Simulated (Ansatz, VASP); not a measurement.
**GaN in VASP and in Ansatz**

```
CELL_PARAMETERS angstrom
0.00000 2.24907 2.24907
2.24907 0.00000 2.24907
2.24907 2.24907 0.00000
ATOMIC_POSITIONS crystal
Ga 0.00000 0.00000 0.00000
N 0.75000 0.75000 0.75000
```

Alike in both runs: functional PBEsol; k mesh 10 × 10 × 10; no spin polarisation.

Ansatz relaxed the structure, and its values are those at the end. VASP's run is a single point on that final structure, the one shown.

```csv
,VASP,Ansatz
version,VASP 6.6.1,Ansatz 0.2.0
potentials or method,"VASP PAW PBE potentials, release 64 (Ga_d, N)","scalar-relativistic, plane waves, PAW"
plane-wave cutoff (eV),520,420
occupations,"gaussian, width 0.01 eV",fixed
valence electrons in the cell,18,18
```

Ansatz gave:

* gap on the k mesh at the Fermi level (eV): 1.70
* least direct gap on the mesh (eV): 1.70
* pressure (GPa): 0.0

Question: Estimate VASP's values.

Answer: gap on the k mesh at the Fermi level (eV): 1.72; least direct gap on the mesh (eV): 1.72; pressure (GPa): -0.2.

Caveats: the PAW data sets were made with another functional, which shifts forces and pressure a little (VASP).
